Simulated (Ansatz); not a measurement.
Structure: PtS2 in the CdCl2 structure, at its r2SCAN+rVV10 minimum. It is trigonal, R-3m (No. 166); a = 3.529 Å, c = 16.569 Å in the conventional setting, 19.85 Å³ an atom. Pt is surrounded by 6 S at 2.39 Å; S is surrounded by 3 Pt at 2.39 Å.

```cif
data_structure
_symmetry_space_group_name_H-M 'P 1'
_symmetry_Int_Tables_number 1
_cell_length_a 5.8869
_cell_length_b 5.8869
_cell_length_c 5.8869
_cell_angle_alpha 34.882
_cell_angle_beta 34.882
_cell_angle_gamma 34.882
_cell_volume 59.56
loop_
_atom_site_label
_atom_site_type_symbol
_atom_site_fract_x
_atom_site_fract_y
_atom_site_fract_z
_atom_site_occupancy
Pt1 Pt 0.00000 0.00000 0.00000 1
S1 S 0.25830 0.25830 0.25830 1
S2 S 0.74170 0.74170 0.74170 1
```

The questions ask for values computed with the PAW code Ansatz on this geometry. Simulation only: spin-unpolarised, and no claim that this is the phase found in nature.

(1) Is there a gap with LDA, and of what kind?

(2) Estimate the gap with r2SCAN on 8×8×8.

(3) How does the gap change from LDA to HSE06 (6×6×6)?

(4) What does Hartree-Fock give for the gap (6×6×6 mesh)?

(5) Roughly how does the cost of the Hartree-Fock run (6×6×6) compare with r2SCAN's (8×8×8)?

(6) How strongly does the crystal screen a field with clamped ions (r2SCAN)?

(7) What fraction of exact exchange does the dielectric-dependent hybrid take (1/ε∞ of PBE, averaged over directions)?

## Answers

(1) LDA gives an indirect gap of 0.89 eV, from k = (0.193, 0.193, 0.367) to Γ–S₀ (0.70 of the way from Γ); the least direct gap is 1.08 eV at k = (1/4, 1/4, -1/2). The lowest empty level at k = (1/4, 1/4, -1/2) lies only 31 meV higher, so the place of the conduction bottom isn't settled.

(2) r2SCAN gives an indirect gap of 1.18 eV, from k = (0.193, 0.193, 0.367) to Γ–S₀ (0.70 of the way from Γ); the least direct gap is 1.43 eV at k = (1/4, 1/4, -1/2). The gap differs by +0.29 eV from LDA's.

(3) The HSE06 gap is indirect, 1.77 eV (Γ to Γ–S₀ (0.70 of the way from Γ)), below the direct gap of 2.09 eV at k = (1/4, 1/4, -1/2). The gap differs by +0.88 eV from LDA's.

(4) The Hartree-Fock gap is indirect, 7.35 eV (Γ to Γ–S₀ (0.70 of the way from Γ)), below the direct gap of 8.28 eV at k = (0.193, 0.193, 0.367). The gap differs by +6.46 eV from LDA's.

(5) About 29 times as much (7 core-minutes against 15 core-seconds, on 2 threads of Arm Neoverse V1, with other jobs on the host).

(6) The electronic dielectric tensor ε∞ is 13.80 along x and y, 6.17 along z. Born charges, averaged over directions: Pt +1.85, S -0.93 e.

(7) 0.082.

No spin-orbit coupling is included; it can move band edges with weight on the heavy atoms by tenths of an eV.

Where an edge lies off the special points, it is a point of the mesh or the k point where a search put PBE's edge or least direct gap, reused for the other functionals, whose own edges may lie a little apart.

Coordinates of k points refer to the reciprocal vectors of the primitive cell of the runs.

PBE's own run along the path (1.06 eV) came before the search for the edges and missed one, so it isn't listed. Run but not listed, since they were read on a mesh alone, on too coarse a mesh, or into states of the vacuum: LC-ωPBE.
